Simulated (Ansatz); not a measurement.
NaH built on the wurtzite prototype (it has left that coordination), relaxed with r2SCAN: space group P6_3/mmc (No. 194), hexagonal; a = 3.953 Å, c = 4.828 Å in the conventional setting, 16.34 Å³ an atom. Around Na lie 5 H at 2.28–2.41 Å; around H lie 5 Na at 2.28–2.41 Å. One-shot G0W0@PBE in Ansatz 0.2.0 on a 6×6×4 mesh (contour deformation, no spin-orbit coupling), from a PBE gap of 3.327 eV over the mesh points (the G0W0 gap is indirect on the mesh); the number N of bands summed and the screening cutoff rise together. (Calculated; spin-unpolarised; the phase may be known or hypothetical.)

```
  N  cutoff (eV)  1000/N  G0W0 gap (eV)
116           80   8.621          5.294
255          140   3.922          5.436
```

Q: Lay a straight line in 1000/N through these rows.

A: The slope is -0.0302 eV per unit of 1000/N and the intercept 5.555 eV.

Q: Predict the gap at N = 461 (210 eV).

A: 5.555 + (-0.0302) × 2.169 = 5.489 eV; the run gives 5.497 eV, +0.008 eV from the line.

Q: With that run's result added, what limit do the last two rows suggest?

A: Their slope is (5.497 − 5.436)/(2.169 − 3.922) = -0.0348, which meets 1/N = 0 at 5.57 eV, against 5.555 eV from the first line. The slope steepens, so 1/N isn't yet asymptotic and the true limit probably lies higher still; the k mesh isn't extrapolated.
